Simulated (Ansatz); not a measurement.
## Phases of Ta at 480 GPa

Structure types of Ta are relaxed in primitive cells with their symmetry kept at 480 GPa, first on PAW files, then by LAPW. The enthalpy is E + pV at zero temperature, without zero-point motion. Only the types listed were tried, and differences under about 5 meV/atom are mesh noise.

Computed with Ansatz 0.2.0; functional PBE, scalar-relativistic. Settings: Fermi–Dirac smearing of 0.08 eV, no spin polarisation. Methods: LAPW: all electrons, basis error target 0.5 meV/atom; PAW: frozen-core files, cutoff 420 eV.

k meshes: fcc 20×20×20, bcc 20×20×20, hcp 19×19×10, diamond 15×15×15, omega 10×10×14, sc 18×18×18.

Spin–orbit coupling is left out, which matters for the heavy atoms.

Problem. Order the types by LAPW enthalpy, lowest first.
A. hcp
B. diamond
C. fcc
D. sc
E. bcc
F. omega

Solution. E (0 meV/atom), F (677 meV/atom), A (749 meV/atom), C (807 meV/atom), D (3545 meV/atom), B (11062 meV/atom).

```tsv
start type	ends as	a, b, c (Å)	V (Å³/atom)	H − H(lowest), LAPW (meV/atom)	same, PAW
fcc	fcc, Fm-3m	3.328, 3.328, 3.328	9.21	807.1	804.0
bcc	bcc, Im-3m	2.641, 2.641, 2.641	9.21	0.0	0.0
hcp	hcp, P6_3/mmc	2.335, 2.335, 3.914	9.24	749.2	744.9
diamond	diamond, Fd-3m	4.439, 4.439, 4.439	10.93	11062.2	11082.0
omega	omega, P6/mmm	3.826, 3.826, 2.207	9.32	677.4	672.1
sc	sc, Pm-3m	2.136, 2.136, 2.136	9.75	3545.0	3550.3
```

Problem. Split the lead of bcc over omega into energy and pV.

Solution. For omega less bcc: ΔE = +342.0 meV/atom, and p·ΔV = 480 GPa × +0.1120 Å³ × 6.242 meV/(GPa·Å³) = +335.4 meV/atom, together 677.4 meV/atom. bcc wins on both counts.
